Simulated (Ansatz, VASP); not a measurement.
# InAs: VASP beside Ansatz, part 2 of 2

Wanted: the spread between two codes on one cell, functional and k mesh. The cell is taken from a series of VASP runs on this material, whose earlier steps may have relaxed, scaled or displaced it; both programs get it as it stands.

VASP 6.6.1 and Ansatz 0.2.0.

So far: Set-up; Ansatz: band structure, HSE06; VASP: band structure, HSE06.

## 4. Side by side

Known differences besides the potentials themselves: exact exchange at q = 0 is treated differently, which shows on coarse meshes; VASP keeps PBE cores, Ansatz makes them for the functional; the data sets hold 28 valence electrons in Ansatz (default PAW (the set named soft_2) files) and 18 in VASP; the cutoff is 420 eV in Ansatz and 350 eV in VASP; VASP takes a coarser grid for exact exchange (PRECFOCK = Fast). Total energies have different zeros and are not compared.

The two programs side by side:

| quantity | Ansatz | VASP | difference |
| --- | --- | --- | --- |
| gap over the path points (eV) | 0.567 | 0.564 | +0.003 |

Levels at points of the path, from each program's valence-band top (eV; 3 filled, then empty):

| k (reciprocal lattice) | Ansatz | VASP |
| --- | --- | --- |
| 0.000 0.000 0.000 | 0.00 0.00 0.00 0.57 4.68 4.68 | 0.00 0.00 0.00 0.56 4.69 4.69 |
| 0.500 0.000 0.500 | -6.30 -2.51 -2.51 2.15 2.75 10.32 | -6.29 -2.50 -2.50 2.16 2.76 10.31 |
| 0.500 0.222 0.722 | -6.14 -3.16 -3.05 4.72 4.99 6.20 | -6.13 -3.15 -3.04 4.73 4.99 6.21 |
| 0.403 0.347 0.750 | -6.14 -3.50 -2.21 2.96 5.12 7.83 | -6.13 -3.49 -2.20 2.97 5.12 7.83 |
| 0.125 0.125 0.250 | -2.96 -1.15 -0.26 2.56 4.72 5.12 | -2.96 -1.15 -0.26 2.56 4.72 5.13 |
| 0.278 0.278 0.278 | -4.31 -0.70 -0.70 1.94 5.49 5.49 | -4.31 -0.69 -0.69 1.94 5.49 5.49 |
| 0.556 0.389 0.556 | -6.11 -2.49 -1.43 2.95 5.08 6.33 | -6.10 -2.48 -1.42 2.96 5.08 6.33 |
| 0.583 0.250 0.667 | -6.14 -3.47 -2.32 3.18 5.13 7.48 | -6.13 -3.46 -2.31 3.19 5.13 7.48 |
| 0.500 0.306 0.694 | -6.08 -3.39 -2.55 4.52 5.05 6.16 | -6.07 -3.38 -2.54 4.52 5.05 6.16 |
| 0.486 0.486 0.528 | -6.22 -1.22 -1.09 1.83 5.39 5.53 | -6.21 -1.21 -1.09 1.83 5.40 5.53 |

Among the levels compared at these points, filled levels agree within 11 meV and empty ones within 10 meV.

## 5. VASP: band structure, HSE06, spin-orbit coupling

The same path points are solved in both programs, so levels can be compared one by one.

The run reads the wave functions of an earlier VASP run, which isn't shown here.

Input file INCAR:

```
SYSTEM = InAs
PREC = Accurate
ENCUT = 350
EDIFF = 1E-06
NELM = 100
ISMEAR = 0
SIGMA = 0.03
LREAL = .FALSE.
ALGO = Normal
LHFCALC = .TRUE.
AEXX = 0.25
GGA = PE
HFSCREEN = 0.2
LASPH = .TRUE.
LNONCOLLINEAR = .TRUE.
MAGMOM = 0 0 0 0 0 0
NBANDS = 30
GGA_COMPAT = .FALSE.
LSORBIT = .TRUE.
PRECFOCK = Fast
LORBIT = 11
LWAVE = .FALSE.
LCHARG = .FALSE.
KPAR = 4
```

Input file POSCAR:

```
InAs
1.0
    0.0000000000      3.0292000000      3.0292000000
    3.0292000000      0.0000000000      3.0292000000
    3.0292000000      3.0292000000      0.0000000000
In As
1 1
Direct
    0.0000000000      0.0000000000      0.0000000000
    0.7500000000      0.7500000000      0.7500000000
```

Input file KPOINTS:

```
Automatic mesh
0
Gamma
4 4 4
0 0 0
```

Input file KPOINTS_OPT:

```
Line mode
10
Line-mode
Reciprocal
  0.00000000   0.00000000   0.00000000 GAMMA
  0.50000000   0.00000000   0.50000000 X

  0.50000000   0.00000000   0.50000000 X
  0.50000000   0.25000000   0.75000000 W

  0.50000000   0.25000000   0.75000000 W
  0.37500000   0.37500000   0.75000000 K

  0.37500000   0.37500000   0.75000000 K
  0.00000000   0.00000000   0.00000000 GAMMA

  0.00000000   0.00000000   0.00000000 GAMMA
  0.50000000   0.50000000   0.50000000 L

  0.50000000   0.50000000   0.50000000 L
  0.62500000   0.25000000   0.62500000 U

  0.62500000   0.25000000   0.62500000 U
  0.50000000   0.25000000   0.75000000 W

  0.50000000   0.25000000   0.75000000 W
  0.50000000   0.50000000   0.50000000 L

  0.50000000   0.50000000   0.50000000 L
  0.37500000   0.37500000   0.75000000 K

  0.62500000   0.25000000   0.62500000 U
  0.50000000   0.00000000   0.50000000 X
```

PAW data sets: In_d and As (PBE family, release 64).

The run is started by

```bash
$ mpirun -np 4 vasp_ncl
```

Numbers of over 12 decimals in the logs are rounded to 6 here.

Output:

```text
[... set-up lines as in an earlier step ...]
 entering main loop
       N       E                     dE             d eps       ncg     rms          rms(c)
DAV:   1    -0.916904592820E+01   -0.91690E+01   -0.10956E+00   820   0.174E+01    0.333E+00
DAV:   2    -0.918113214916E+01   -0.12086E-01   -0.96189E-02   708   0.343E+00    0.358E+00
DAV:   3    -0.917766160912E+01    0.34705E-02   -0.11889E-02   852   0.154E+00    0.310E+00
DAV:   4    -0.917657773108E+01    0.10839E-02   -0.11361E-03   838   0.478E-01    0.199E+00
DAV:   5    -0.917631994134E+01    0.25779E-03   -0.25915E-04   754   0.194E-01    0.123E+00
DAV:   6    -0.917625127163E+01    0.68670E-04   -0.50068E-05   770   0.885E-02    0.756E-01
DAV:   7    -0.917622969289E+01    0.21579E-04   -0.10519E-05   696   0.418E-02    0.454E-01
DAV:   8    -0.917622393969E+01    0.57532E-05   -0.44354E-06   612   0.222E-02    0.272E-01
DAV:   9    -0.917622401751E+01   -0.77826E-07   -0.18941E-06   628   0.124E-02
   1 F= -.91762240E+01 E0= -.91762240E+01  d E =-.360634E-21  mag=    -0.0000    -0.0000    -0.0000
 Start KPOINTS_OPT (optional k-point list driver)
k-point batch [1-10\100]
       N       E                     dE             ncg
DAV:   1     0.465226046094E+03   -0.16594E+04      600
DAV:   2    -0.106856795372E+04   -0.15338E+04      626
DAV:   3    -0.123867370583E+04   -0.17011E+03      752
DAV:   4    -0.124685615547E+04   -0.81824E+01      736
DAV:   5    -0.124713994406E+04   -0.28379E+00      944
DAV:   6    -0.124714405523E+04   -0.41112E-02      804
DAV:   7    -0.124714418712E+04   -0.13189E-03      932
DAV:   8    -0.124714418958E+04   -0.24606E-05      732
DAV:   9    -0.124714418965E+04   -0.70637E-07      524
[...]
k-point batch [91-100\100]
       N       E                     dE             ncg
DAV:   1     0.316096995370E+03   -0.45949E+04      600
DAV:   2    -0.117032423974E+04   -0.14864E+04      606
DAV:   3    -0.132138430449E+04   -0.15106E+03      770
DAV:   4    -0.132724155601E+04   -0.58573E+01      754
DAV:   5    -0.132751108268E+04   -0.26953E+00      934
DAV:   6    -0.132751506575E+04   -0.39831E-02      788
DAV:   7    -0.132751519615E+04   -0.13040E-03      942
DAV:   8    -0.132751519847E+04   -0.23209E-05      790
DAV:   9    -0.132751519853E+04   -0.59873E-07      596
```

From OUTCAR (step 5):

```text
 POSITION                                       TOTAL-FORCE (eV/Angst)
 -----------------------------------------------------------------------------------
      0.00000      0.00000      0.00000         0.000000     -0.000000     -0.000000
      4.54380      4.54380      4.54380        -0.000000      0.000000      0.000000
 -----------------------------------------------------------------------------------
    total drift:                                0.000003     -0.000005      0.000007

  FREE ENERGIE OF THE ION-ELECTRON SYSTEM (eV)
  ---------------------------------------------------
  free  energy   TOTEN  =        -9.1762240175 eV

  energy  without entropy=       -9.1762240175  energy(sigma->0) =       -9.17622402

 magnetization (x)
# of ion       s       p       d       tot
------------------------------------------
    1       -0.000   0.000  -0.000  -0.000
    2       -0.000   0.000  -0.000   0.000
--------------------------------------------------
tot         -0.000   0.000  -0.000   0.000

 magnetization (y)
# of ion       s       p       d       tot
------------------------------------------
    1        0.000   0.000   0.000   0.000
    2        0.000   0.000   0.000   0.000
--------------------------------------------------
tot          0.000   0.000   0.000   0.000

 magnetization (z)
# of ion       s       p       d       tot
------------------------------------------
    1        0.000   0.000  -0.000   0.000
    2        0.000   0.000  -0.000   0.000
--------------------------------------------------
tot          0.000   0.000  -0.000   0.000

[... 1 part as in an earlier step ...]

[... 2 further parts left out ...]
[key lines of the parts left out:]
E-fermi :   4.3639
```

## 6. Ansatz: band structure, HSE06, spin-orbit coupling

The same cell, functional, mesh and smearing now go to Ansatz, which takes its cutoff from its data sets.

The cell is taken from a series of VASP runs on this material, whose earlier steps may have relaxed, scaled or displaced it; both programs get it as it stands.

Input file input.yaml:

```yaml
crystal:
  lattice:
    - [0.0, 3.0292, 3.0292]
    - [3.0292, 0.0, 3.0292]
    - [3.0292, 3.0292, 0.0]
  atoms:
    - { symbol: In, position: [0.0, 0.0, 0.0] }
    - { symbol: As, position: [0.75, 0.75, 0.75] }
hamiltonian:
  xc: { exchange: pbe, correlation: pbe, exx: { coeff: 0.25, omega: 0.2 } }
  pseudopotentials: { kind: paw_fr }
magnetization:
  noncollinear: true
  spin_orbit: true
kpoints:
  mp_grid: { grid: [4, 4, 4] }
  band_path:
    path:
      - [0.0, 0.0, 0.0]
      - [0.5, 0.0, 0.5]
      - [0.5, 0.22222, 0.72222]
      - [0.40278, 0.34722, 0.75]
      - [0.125, 0.125, 0.25]
      - [0.27778, 0.27778, 0.27778]
      - [0.55556, 0.38889, 0.55556]
      - [0.58333, 0.25, 0.66667]
      - [0.5, 0.30556, 0.69444]
      - [0.48611, 0.48611, 0.52778]
      - [0.625, 0.25, 0.625]
      - [0.5, 0.0, 0.5]
    npoints: 1
scf:
  occupations: { method: gaussian, width: 0.03 }
  n_extra_bands: 14
output:
  forces: true
  stress: true
  eigenvalues: true
```

The run is started by

```bash
$ ansatz run input.yaml --threads 4 --pin off --max-ram 9216MiB --backend cpu --events-out ev --progress --plain --runs-dir out
```

Output:

```text
[...]
non-collinear run that drives no moment, with spin-orbit: no starting moment large enough to seed its density (crystal.atoms[].spin), no starting occupations that ask for one, no magnetisation constraint and no magnetic field, so the semilocal B_xc is pinned to zero
Crystal: 2 atoms, lattice volume = 55.592 Å³
[...]
k-point 0: bands = [... 24 lower, 7.5137, 7.5137, 7.5137, 7.5137, 7.9569, 7.9569, 11.7457, 11.7457, ... 10 higher]
  k-point 1: bands = [... 24 lower, 6.6395, 6.6395, 6.9029, 6.9152, 9.3635, 9.3635, 12.6795, 12.6795, ... 10 higher]
  k-point 2: bands = [... 24 lower, 6.1779, 6.1779, 6.4550, 6.4550, 9.0620, 9.0620, 12.7625, 12.7625, ... 10 higher]
  k-point 7: bands = [... 24 lower, 4.1446, 4.2429, 4.2586, 4.3872, 12.3461, 12.3968, 12.5070, 12.6124, ... 10 higher]
[key lines of the parts left out:]
Magnetization: |M| = 0.0000 μB,  M = (+0.0000, +0.0000, +0.0000) μB
Free energy (F): -10456.871302 eV
Fermi energy:    7.736053 eV
P = ⅓ Tr σ = 1.5896 GPa (15.896 kbar)
```

Wall time 2.8 min (4 threads of Arm Neoverse V1, shared host); peak memory 1.2 GiB; 10 min of CPU time.

## 7. Differences

What differs besides the data sets and the points named for the pairs above, as far as they apply: spin-orbit coupling enters by fully relativistic files in Ansatz and inside the spheres in VASP; the data sets hold 28 valence electrons in Ansatz (fully relativistic PAW (standard-fr) files) and 18 in VASP. Total energies have different zeros and are not compared.

Both answers:

| quantity | Ansatz | VASP | difference |
| --- | --- | --- | --- |
| gap over the path points (eV) | 0.443 | 0.442 | +0.002 |

Levels at points of the path, from each program's valence-band top (eV; 6 filled, then empty):

| k (reciprocal lattice) | Ansatz | VASP |
| --- | --- | --- |
| 0.000 0.000 0.000 | -0.39 -0.39 0.00 0.00 0.00 0.00 0.44 0.44 4.23 4.23 4.70 4.70 | -0.38 -0.38 0.00 0.00 0.00 0.00 0.44 0.44 4.26 4.26 4.71 4.71 |
| 0.500 0.000 0.500 | -6.43 -6.43 -2.65 -2.65 -2.64 -2.64 2.02 2.02 2.62 2.62 10.13 10.13 | -6.42 -6.42 -2.64 -2.64 -2.62 -2.62 2.03 2.03 2.63 2.63 10.13 10.13 |
| 0.500 0.222 0.722 | -6.30 -6.23 -3.35 -3.26 -3.24 -3.11 4.56 4.62 4.81 4.94 5.97 6.17 | -6.29 -6.22 -3.33 -3.24 -3.22 -3.10 4.57 4.62 4.81 4.94 5.98 6.17 |
| 0.403 0.347 0.750 | -6.30 -6.24 -3.63 -3.63 -2.34 -2.33 2.83 2.85 4.97 5.02 7.61 7.76 | -6.29 -6.23 -3.62 -3.61 -2.33 -2.32 2.84 2.85 4.97 5.02 7.62 7.76 |
| 0.125 0.125 0.250 | -3.09 -3.09 -1.31 -1.28 -0.38 -0.37 2.42 2.43 4.50 4.64 4.97 5.01 | -3.08 -3.08 -1.30 -1.27 -0.38 -0.36 2.43 2.44 4.52 4.64 4.99 5.02 |
| 0.278 0.278 0.278 | -4.44 -4.44 -0.96 -0.96 -0.70 -0.69 1.81 1.81 5.23 5.23 5.48 5.49 | -4.43 -4.43 -0.95 -0.95 -0.69 -0.68 1.82 1.82 5.24 5.24 5.49 5.49 |
| 0.556 0.389 0.556 | -6.25 -6.22 -2.63 -2.62 -1.55 -1.55 2.82 2.82 4.93 4.96 6.19 6.19 | -6.24 -6.21 -2.62 -2.61 -1.54 -1.54 2.83 2.83 4.94 4.97 6.20 6.20 |
| 0.583 0.250 0.667 | -6.29 -6.24 -3.61 -3.60 -2.46 -2.44 3.04 3.06 4.98 5.04 7.27 7.42 | -6.28 -6.22 -3.59 -3.59 -2.45 -2.43 3.05 3.07 4.98 5.04 7.28 7.42 |
| 0.500 0.306 0.694 | -6.23 -6.17 -3.53 -3.52 -2.70 -2.66 4.35 4.43 4.86 4.98 5.99 6.09 | -6.22 -6.16 -3.52 -3.51 -2.68 -2.65 4.35 4.43 4.87 4.98 5.99 6.09 |
| 0.486 0.486 0.528 | -6.35 -6.34 -1.44 -1.43 -1.14 -1.14 1.70 1.70 5.21 5.23 5.43 5.44 | -6.34 -6.33 -1.42 -1.41 -1.14 -1.13 1.71 1.71 5.23 5.24 5.44 5.44 |

Among the levels compared at these points, filled levels agree within 18 meV and empty ones within 30 meV.

## 8. Results

| Property | Result |
| --- | --- |
| difference in gap over the path points (band structure, HSE06) | 0.0028 eV |
| difference in gap over the path points (band structure, HSE06, spin-orbit coupling) | 0.0015 eV |

**Reading.** The difference in gap over the path points is 0.0028 eV (band structure, HSE06), within the 0.08 eV picked in this series as the mark of a large difference. How closely two codes agree says nothing of how well the functional describes the real material.

[Lines on the potential files, build, host, timing and source positions are cut from VASP's logs without a mark.]

[Logs are printed without paths, hosts, clocks, repeated set-up lines and the standing remarks that a program may print on its own settings, such as how far it seeks lower states.]

[Hosts, paths, dates, database ids (printed as entryN), source tags and the programs' standing remarks are cut or masked in the printed files.]
